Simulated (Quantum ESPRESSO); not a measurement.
Crystal: In.

```xyz
1
Lattice="-1.6255 1.6255 2.4737 1.6255 -1.6255 2.4737 1.6255 1.6255 -2.4737" Properties=species:S:1:pos:R:3 pbc="T T T"
In    0.0000    0.0000    0.0000
```

* Program: Quantum ESPRESSO 7.5
* Task: single point
* Functional: PBE
* Potentials or basis: SSSP 1.3 efficiency PBE
* Cutoff: 748 eV
* Density cutoff: 5987 eV
* k mesh: 11 × 11 × 11
* Occupations: fermi-dirac, width 0.05 eV
* Spin: no spin polarisation

On this cell: pressure 2.0 GPa; band gap on the k mesh none (metal or under the smearing width).

The same run follows on a disturbed copy (cell strained at random at fixed volume):

```
In
1.0
    -1.64299    1.57678    2.43209
     1.65802   -1.63180    2.47812
     1.65199    1.64080   -2.46824
In
1
Direct
  0.99147 0.00315 0.99997
```

Question: What does the disturbed cell give?

Answer: The energy (extrapolated to zero smearing) moves by +1.7 meV/atom; pressure 2.0 GPa; band gap on the k mesh none (metal or under the smearing width).

Stress tensor (GPa, compression positive):
```
 1.70 -0.01 -0.03
-0.01  2.84  0.28
-0.03  0.28  1.44
```
